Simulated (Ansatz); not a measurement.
**What moves the pressure of Tl?**

```xyz
1
Lattice="0.0000 2.1650 2.1650 2.1650 0.0000 2.1650 2.1650 2.1650 0.0000" Properties=species:S:1:pos:R:3 pbc="T T T"
Tl    0.0000    0.0000    0.0000
```

The geometry is COD entry 2300517, unchecked; take it as a test cell.

Computed with DFT, PBE, all-electron LAPW, scalar-relativistic in Ansatz 0.2.0.

Settings: a Γ-centred 14×14×14 k mesh, Fermi–Dirac smearing of 0.05 eV, basis error target 1 meV/atom, no spin polarisation.

Spin–orbit coupling is off unless a change turns it on.

In this reference run the pressure is 37.6 GPa (positive in compression). Each change below is made alone, on the same k mesh, with fractional coordinates held unless an atom is moved; x, y and z are the Cartesian axes.

Q: Order the changes by the shift of the pressure, most negative first.
A. x and y strained by -2 %, z held
B. volume scaled by 1.02
C. volume scaled by 0.98
D. equal xy, yz and zx engineering shear strains of -3 %

A: B (-3.6 GPa), D (+0.2 GPa), C (+4.0 GPa), A (+8.3 GPa).
